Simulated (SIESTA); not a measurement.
**SnSe: equation of state with PBEsol**

The system is SnSe.

```xyz
2
Lattice="0.0000 3.0100 3.0100 3.0100 0.0000 3.0100 3.0100 3.0100 0.0000" Properties=species:S:1:pos:R:3 pbc="T T T"
Sn    0.0000    0.0000    0.0000
Se    3.0100    3.0100    3.0100
```

Measurements of this composition are mostly on another form, of space group No. 62.

| Property | Result |
| --- | --- |
| Program | SIESTA 5.4.2 |
| Task | equation of state |
| Functional | PBEsol |
| Potentials or basis | PseudoDojo 0.4 standard (PBEsol files) |
| Basis | DZP (energy shift 0.003 Ry; two zetas on semicore shells) |
| Grid cutoff | 500 Ry |
| Energy shift | 0.003 Ry |
| k mesh | 8 × 8 × 8 |
| Occupations | fermi-dirac, width 0.05 eV |
| Spin | no spin polarisation |

| Item | Value |
| --- | --- |
| Equilibrium volume | 27.14 Å³/atom |
| Bulk modulus | 57 GPa |
| Pressure derivative of the bulk modulus | 4.3 |

Energy against volume, from the lowest point:
```csv
volume (Å³/atom),energy (meV/atom)
25.635,16.30
26.180,6.26
26.725,1.01
27.271,0.00
27.816,2.80
28.362,9.05
28.907,18.43
```

All runs of the series together: 4.1 min on 1 thread of Arm Neoverse V1 (shared host).

Caveat: the basis of atomic orbitals isn't converged, which shifts pressures, moduli and gaps.
